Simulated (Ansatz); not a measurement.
# Os (P6_3/mmc) in Ansatz: notebook, part 2 of 2

Ansatz 0.2.0.

## Step 4: Relaxation of cell and atoms, RPBE+D4

The input, input.yaml:

```yaml
crystal:
  lattice:
    - [2.7341, 0.0, 0.0]
    - [-1.36705, 2.3678000565, 0.0]
    - [0.0, 0.0, 4.3197]
  atoms:
    - { symbol: Os, position: [0.6666666667, 0.3333333333, 0.75] }
    - { symbol: Os, position: [0.3333333333, 0.6666666667, 0.25] }
hamiltonian:
  xc: rpbe
  pseudopotentials: { kind: paw }
  dispersion: d4
kpoints:
  mp_grid: { grid: [11, 11, 6] }
scf:
  occupations: { method: fermi_dirac, width: 0.05 }
output:
  forces: true
  stress: true
  write_density: true
  write_potential: true
  elf: true
  volumetric_format: npy
relax:
  f_tol: 0.01
  max_steps: 40
  cell: { stress_tol: 0.05 }
```

Potentials or basis: Ansatz PAW.

Run with:

```console
> ansatz run input.yaml --threads 2 --pin off --max-ram 5632MiB --backend cpu --events-out ev --progress --plain --runs-dir out
```

Standard output:

```text
Warning: RAYON_NUM_THREADS=2 ignored (pool sized by the plan → 2); use --threads N
Engine: ansatz 0.2.0, x86_64-unknown-linux-gnu
Pseudopotentials: kind: paw
Pseudopotential: Os, paw, valence charge 16, recommended cutoff 420 eV (normal), Os.paw.azcp
Functional definition: RPBE
  parameter kappa = 0.804
  parameter beta = 0.06672455060314922
  exchange = rpbe_x(kappa = kappa, mu = beta*pi^2/3)
  correlation = pbe_c(beta = beta)
Crystal: 2 atoms, lattice volume = 27.965 Å³
Basis set: ecut = 420 eV, 537 PW (Γ), exchange–correlation on 40×40×60 points (8 copies of the dense FFT grid, shifted against one another)
Bands: 20, of which v1, the nominal top of the filled ones, is band 16 counted from 1 (15 counted from 0)
Symmetry: 24 space group operations
[... 97 lines left out ...]
  P = ⅓ Tr σ = -0.0029 GPa (-0.029 kbar)
--- Band table (eV; the first three rows and the last of 64) ---
  k-point 0: bands = ["-60.4332", "-60.3158", "-20.4709", "-19.5204", "-19.5204", "-19.3417", "-19.3417", "-19.2942", "15.2016", "18.3475", "23.1087", "23.1087", "23.3512", "23.9533", "23.9533", "24.6137", "24.6137", "26.1567", "27.8733", "27.8733"]
  k-point 1: bands = ["-60.4254", "-60.3238", "-20.3964", "-19.5086", "-19.5086", "-19.3779", "-19.3538", "-19.3538", "15.5472", "18.3870", "22.9316", "22.9316", "23.1549", "23.7371", "23.7371", "25.0989", "25.0989", "25.1348", "27.9040", "27.9040"]
  k-point 2: bands = ["-60.4041", "-60.3454", "-20.1900", "-19.6025", "-19.4761", "-19.4761", "-19.3867", "-19.3867", "16.4864", "18.3163", "22.7282", "22.7891", "22.7891", "23.2902", "23.2902", "23.4228", "26.0849", "26.0849", "27.7350", "27.7350"]
  k-point 63: bands = ["-60.3090", "-60.3090", "-20.2426", "-20.2426", "-19.9287", "-19.9287", "-19.5035", "-19.5035", "20.0915", "20.0915", "21.3385", "21.3385", "22.7038", "22.7038", "24.8712", "24.8712", "27.9148", "27.9148", "33.8560", "33.8560"]
--- Relaxed structure (3 steps of the walk, 2 accepted, 1 SCFs on fresh bases) ---
  F+E_penalty+E_count = -22797.86731279 eV   max|allowed force component| = 2.267e-16 eV/Å   (the final SCF, on the basis selected at the relaxed cell)
  cell:  # Å, volume = 27.9104 Å³
    - [2.7314413784251093, -9.252290763362633e-34, -1.4456704317754114e-35]
    - [-1.3657206892125546, 2.365497622664129, 3.226809854722755e-35]
    - [-2.2840651637186445e-35, 4.568130327437289e-35, 4.319684480691946]
  atoms:
    - { symbol: Os, position: [0.6666666666666667, 0.33333333333333337, 0.7499999999999999] }
    - { symbol: Os, position: [0.33333333333333337, 0.6666666666666667, 0.24999999999999997] }
```

rho_z.tsv:

```text
# z_ang	rho[e/angstrom^3]
# format = ansatz-planar-average/11
# lattice	2.731441378	-0.000000000	-0.000000000
# lattice	-1.365720689	2.365497623	0.000000000
# lattice	-0.000000000	0.000000000	4.319684481
# sites	2
# site	76	1.365720689	0.788499208	3.239763361
# site	76	-0.000000000	1.576998415	1.079921120
0.000000	4.191870e-1
0.143989	4.502137e-1
0.287979	5.638946e-1
0.431968	8.031961e-1
0.575958	1.161418e0
0.719947	1.550435e0
[... 22 lines left out ...]
4.031706	5.638946e-1
4.175695	4.502137e-1
```

v_z.tsv:

```text
# z_ang	v_es[eV]	v_tot[eV]
# format = ansatz-planar-average/11
# xc	rpbe
# density_cutoff_ev	1680
# datasets	Os=:simpson_from_first_knot:soft:shift=306544
# lattice	2.731441378	-0.000000000	-0.000000000
# lattice	-1.365720689	2.365497623	0.000000000
# lattice	-0.000000000	0.000000000	4.319684481
# sites	2
# site	76	1.365720689	0.788499208	3.239763361
# site	76	-0.000000000	1.576998415	1.079921120
0.000000	2.302030e1	1.124526e1
0.143989	2.203196e1	1.006957e1
0.287979	1.930358e1	6.729674e0
0.431968	1.552630e1	1.920509e0
0.575958	1.155338e1	-3.319542e0
0.719947	8.051594e0	-8.005851e0
[... 22 lines left out ...]
4.031706	1.930358e1	6.729674e0
4.175695	2.203196e1	1.006957e1
```

Wall time 8 s (2 threads of Intel Xeon at 2.50GHz (Skylake/Cascade Lake), shared host); peak memory 0.36 GiB.

What came out:

```
Free energy                            : -22797.8673 eV
Relaxed volume                         : 13.96 Å³/atom
Relaxed cell                           : a = 2.731 Å, b = 2.731 Å, c = 4.320 Å, α = 90.00°, β = 90.00°, γ = 120.00°
Space group after relaxing (to 0.05 Å) : P6_3/mmc (No. 194)
Energy gained by relaxing              : 0.1 meV/atom
Ionic steps                            : 3
Pressure after relaxing                : 0.0 GPa
Band gap on the k mesh                 : none (metal or under the smearing width)
```

The path:
| step | energy change (eV) | largest force (eV/Å) | volume (Å³) |
| --- | --- | --- | --- |
| 1 | 0.0000 | 0.0000 | 27.96 |
| 2 | -0.0002 | 0.0000 | 27.91 |
| 3 | -0.0002 | 0.0000 | 27.91 |

Final structure:
```
CELL_PARAMETERS angstrom
2.73144 0.00000 0.00000
-1.36572 2.36550 0.00000
0.00000 0.00000 4.31968
ATOMIC_POSITIONS crystal
Os 0.66667 0.33333 0.75000
Os 0.33333 0.66667 0.25000
```

Levels at points of the mesh, in eV from the Fermi level:
| k point | band 12 | band 13 | band 14 | band 15 | band 16 | band 17 | band 18 | band 19 | band 20 |
| --- | --- | --- | --- | --- | --- | --- | --- | --- | --- |
| (0.00, 0.00, 0.00) | -3.02 | -2.77 | -2.17 | -2.17 | -1.51 | -1.51 | 0.03 | 1.75 | 1.75 |
| (0.00, 0.00, -0.50) | -3.55 | -3.21 | -3.21 | -3.21 | -3.21 | 0.96 | 0.96 | 0.96 | 0.96 |

Caveat: the plane-wave basis is chosen anew once the cell has moved, so the energies of steps on either side of that aren't comparable; pairwise dispersion overbinds metals, which lowers pressure and volume; the PAW data sets come from PBE, with cores solved anew for the run's functional, which leaves a small shift of forces and pressure.

## Step 5: Relaxation of cell and atoms, revPBE

Changes to input.yaml since step 4:

```diff
@@ -9,5 +9,4 @@
 hamiltonian:
-  xc: rpbe
+  xc: revpbe
   pseudopotentials: { kind: paw }
-  dispersion: d4
 kpoints:
@@ -19,6 +18,2 @@
   stress: true
-  write_density: true
-  write_potential: true
-  elf: true
-  volumetric_format: npy
 relax:
```

Run with:

```console
> ansatz run input.yaml --threads 2 --pin off --max-ram 5632MiB --backend cpu --events-out ev --progress --plain --runs-dir out
```

Run time: 9.2 s. Hardware: 2 threads of Intel Xeon at 2.50GHz (Skylake/Cascade Lake), shared host; peak memory 0.35 GiB.

It converged, with:

| Quantity | Value |
| --- | --- |
| Free energy | -22787.8311 eV |
| Relaxed volume | 14.39 Å³/atom |
| Relaxed cell | a = 2.761 Å, b = 2.761 Å, c = 4.360 Å, α = 90.00°, β = 90.00°, γ = 120.00° |
| Space group after relaxing (to 0.05 Å) | P6_3/mmc (No. 194) |
| Energy gained by relaxing | 14.4 meV/atom |
| Ionic steps | 5 |
| Pressure after relaxing | 0.0 GPa |

Step by step:
```tsv
step	energy change (eV)	largest force (eV/Å)	volume (Å³)
1	0.0000	0.0000	27.96
2	-0.0279	0.0000	28.86
3	-0.0283	0.0000	28.78
4	-0.0283	0.0000	28.77
5	-0.0287	0.0000	28.77
```

Final structure:
```
CELL_PARAMETERS angstrom
2.76056 0.00000 0.00000
-1.38028 2.39071 0.00000
0.00000 0.00000 4.35957
ATOMIC_POSITIONS crystal
Os 0.66667 0.33333 0.75000
Os 0.33333 0.66667 0.25000
```

Caveat: the plane-wave basis is chosen anew once the cell has moved, so the energies of steps on either side of that aren't comparable; the PAW data sets come from PBE, with cores solved anew for the run's functional, which leaves a small shift of forces and pressure.

## Step 6: Relaxation of cell and atoms, BLYP

Changes to input.yaml since step 5:

```diff
@@ -9,3 +9,3 @@
 hamiltonian:
-  xc: revpbe
+  xc: blyp
   pseudopotentials: { kind: paw }
@@ -18,2 +18,6 @@
   stress: true
+  write_density: true
+  write_potential: true
+  elf: true
+  volumetric_format: npy
 relax:
```

Potentials or basis: Ansatz PAW.

Run with:

```console
> ansatz run input.yaml --threads 2 --pin off --max-ram 5632MiB --backend cpu --events-out ev --progress --plain --runs-dir out
```

Standard output:

```text
Warning: RAYON_NUM_THREADS=2 ignored (pool sized by the plan → 2); use --threads N
Engine: ansatz 0.2.0, x86_64-unknown-linux-gnu
Pseudopotentials: kind: paw
Pseudopotential: Os, paw, valence charge 16, recommended cutoff 420 eV (normal), Os.paw.azcp
Functional definition: BLYP
  parameter beta = 0.0042
  parameter a = 0.04918
  parameter b = 0.132
  parameter c = 0.2533
  parameter d = 0.349
  exchange = b88_x(beta = beta)
  correlation = lyp_c(a = a, b = b, c = c, d = d)
Crystal: 2 atoms, lattice volume = 27.965 Å³
[... 122 lines left out ...]
  atom   2  Os    -0.00000000    -0.00000000     0.00000000
  max |Σ_I F_I| component: 9.25e-18 eV/Å
--- Stress (GPa, compression-positive) ---
       -0.002216       0.000000      -0.000000
        0.000000      -0.002216      -0.000000
       -0.000000      -0.000000      -0.004620
  P = ⅓ Tr σ = -0.0030 GPa (-0.030 kbar)
--- Band table (eV; the first three rows and the last of 64) ---
  k-point 0: bands = ["-61.8928", "-61.8046", "-21.7756", "-21.0197", "-21.0197", "-20.8719", "-20.8719", "-20.8295", "14.3995", "17.4724", "21.8160", "21.8160", "22.0616", "22.5663", "22.5663", "23.1187", "23.1187", "24.9515", "26.1099", "26.1099"]
  k-point 1: bands = ["-61.8869", "-61.8106", "-21.7152", "-21.0099", "-21.0099", "-20.8960", "-20.8818", "-20.8818", "14.7235", "17.5011", "21.6444", "21.6444", "21.8881", "22.3705", "22.3705", "23.5685", "23.5685", "23.8988", "26.1272", "26.1272"]
  k-point 2: bands = ["-61.8709", "-61.8267", "-21.5481", "-21.0755", "-20.9830", "-20.9830", "-20.9091", "-20.9091", "15.6100", "17.4042", "21.5077", "21.5077", "21.5110", "21.9639", "21.9639", "22.2041", "24.4662", "24.4662", "25.9588", "25.9588"]
  k-point 63: bands = ["-61.8014", "-61.8014", "-21.5899", "-21.5899", "-21.3356", "-21.3356", "-20.9983", "-20.9983", "19.0878", "19.0878", "20.2909", "20.2909", "21.5094", "21.5094", "23.4256", "23.4256", "26.1300", "26.1300", "31.8064", "31.8064"]
--- Relaxed structure (5 steps of the walk, 4 accepted, 1 SCFs on fresh bases) ---
  F+E_penalty+E_count = -22818.83279410 eV   max|allowed force component| = 5.089e-17 eV/Å   (the final SCF, on the basis selected at the relaxed cell)
  cell:  # Å, volume = 29.8177 Å³
    - [2.7957880336681473, 4.6261453816813166e-33, -6.650083986166893e-34]
    - [-1.3978940168340737, 2.421223460753159, 9.835376054054574e-34]
    - [-1.0506699753105764e-33, 1.1877138851336952e-33, 4.404884583906524]
  atoms:
    - { symbol: Os, position: [0.6666666666666666, 0.3333333333333333, 0.7499999999999999] }
    - { symbol: Os, position: [0.3333333333333333, 0.6666666666666666, 0.24999999999999997] }
```

rho_z.tsv:

```text
# z_ang	rho[e/angstrom^3]
# format = ansatz-planar-average/11
# lattice	2.795788034	0.000000000	-0.000000000
# lattice	-1.397894017	2.421223461	0.000000000
# lattice	-0.000000000	0.000000000	4.404884584
# sites	2
# site	76	1.397894017	0.807074487	3.303663438
# site	76	0.000000000	1.614148974	1.101221146
0.000000	3.741528e-1
0.146829	4.032392e-1
0.293659	5.084436e-1
0.440488	7.336313e-1
0.587318	1.078991e0
0.734147	1.461083e0
[... 22 lines left out ...]
4.111226	5.084436e-1
4.258055	4.032392e-1
```

v_z.tsv:

```text
# z_ang	v_es[eV]	v_tot[eV]
# format = ansatz-planar-average/11
# xc	blyp
# density_cutoff_ev	1680
# datasets	Os=:simpson_from_first_knot:soft:shift=-127140
# lattice	2.795788034	0.000000000	-0.000000000
# lattice	-1.397894017	2.421223461	0.000000000
# lattice	-0.000000000	0.000000000	4.404884584
# sites	2
# site	76	1.397894017	0.807074487	3.303663438
# site	76	0.000000000	1.614148974	1.101221146
0.000000	2.186334e1	1.144043e1
0.146829	2.094740e1	1.026296e1
0.293659	1.833840e1	6.920625e0
0.440488	1.465557e1	2.132456e0
0.587318	1.075577e1	-3.092053e0
0.734147	7.307634e0	-7.808145e0
[... 22 lines left out ...]
4.111226	1.833840e1	6.920625e0
4.258055	2.094740e1	1.026296e1
```

Run time: 11 s. Hardware: 2 threads of Intel Xeon at 2.50GHz (Skylake/Cascade Lake), shared host; peak memory 0.36 GiB.

Results:

- Free energy: -22818.8328 eV
- Relaxed volume: 14.91 Å³/atom
- Relaxed cell: a = 2.796 Å, b = 2.796 Å, c = 4.405 Å, α = 90.00°, β = 90.00°, γ = 120.00°
- Space group after relaxing (to 0.05 Å): P6_3/mmc (No. 194)
- Energy gained by relaxing: 70.1 meV/atom
- Ionic steps: 5
- Pressure after relaxing: 0.0 GPa
- Band gap on the k mesh: none (metal or under the smearing width)

Step by step:
```csv
step,energy change (eV),largest force (eV/Å),volume (Å³)
1,0.0000,0.0000,27.96
2,-0.1390,0.0000,29.93
3,-0.1395,0.0000,29.83
4,-0.1395,0.0000,29.82
5,-0.1402,0.0000,29.82
```

Final structure:
```yaml
crystal:
  lattice:
    - [2.79579, 0.00000, 0.00000]
    - [-1.39789, 2.42122, 0.00000]
    - [0.00000, 0.00000, 4.40488]
  atoms:
    - { symbol: Os, position: [0.66667, 0.33333, 0.75000] }
    - { symbol: Os, position: [0.33333, 0.66667, 0.25000] }
```

Levels at points of the mesh, in eV from the Fermi level:
```
            k point  band 14  band 15  band 16  band 17  band 18  band 19
 (0.00, 0.00, 0.00)    -1.97    -1.97    -1.42    -1.42     0.41     1.57
(0.00, 0.00, -0.50)    -2.92    -2.92    -2.92     0.83     0.83     0.83
```

Caveat: the plane-wave basis is chosen anew once the cell has moved, so the energies of steps on either side of that aren't comparable; the PAW data sets come from PBE, with cores solved anew for the run's functional, which leaves a small shift of forces and pressure. Spin-orbit coupling is left out, which matters for the levels of Os.

## Step 7: Summary

| level | gap on the mesh (eV) | pressure (GPa) | relaxed volume (Å³/atom) |
| --- | --- | --- | --- |
| PBEsol+D4 | none | 0.0 | 13.76 |
| RPBE+D3(BJ) | - | 0.0 | 12.98 |
| RPBE+D4 | none | 0.0 | 13.96 |
| revPBE | - | 0.0 | 14.39 |
| BLYP | none | 0.0 | 14.91 |

Alike in all rows: task relaxation of cell and atoms; potentials or basis Ansatz PAW; no spin polarisation; cell relaxed; k mesh 11 × 11 × 6; cutoff (eV) 420; smearing fermi-dirac 0.05 eV.

Caveats: the plane-wave basis is chosen anew once the cell has moved, so the energies of steps on either side of that aren't comparable; the PAW data sets come from PBE, with cores solved anew for the run's functional, which leaves a small shift of forces and pressure; pairwise dispersion overbinds metals, which lowers pressure and volume (some runs).

Total energies depend on the potentials used, so only differences within one code and one set of settings carry meaning.
